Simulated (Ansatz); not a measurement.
# ZnO: how the free axis answers a strain

ZnO, P6_3mc, a = 3.279 Å, c = 5.293 Å. Ansatz: PBE, PAW, 420 eV, Γ-centred 12×12×6 mesh on 4 atoms, Gaussian smearing 0.02 eV; no spin polarisation. Series: biaxial strain in the a-b plane, c and atoms relaxed; x is the strain in per cent. y is the change of c in per cent of 5.293 Å.

```
x (%) y (%)
 -6.0      ?
 -4.0   3.58
 -2.0   1.82
  0.0   0.00
  2.0  -1.88
  4.0  -3.93
  6.0  -6.40
```

Q: Fit y = c1 x + c2 x² to the other rows, say what c1 measures, and predict the missing y.

A: Least squares on the rows shown. y = −0.9499 x − 0.01688 x². With no stress along c, c1 = −2C13/C33 = -0.950. With a term in x³ added, the coefficient of x becomes -0.9017, 5 % less, which shows how far this figure hangs on the form. At x = -6.0 the fit asked for gives 5.09 %. The run gave 5.29 %, so the fit is 0.20 % too low, 1.7 % of the span of the series, against an rms of 0.09 % on the fitted rows. The row lies outside the fitted range. With a term in x³ added, a fit to the same known rows predicts 5.57 %, which misses by about as much or more on the other side: the known rows don't fix the higher terms.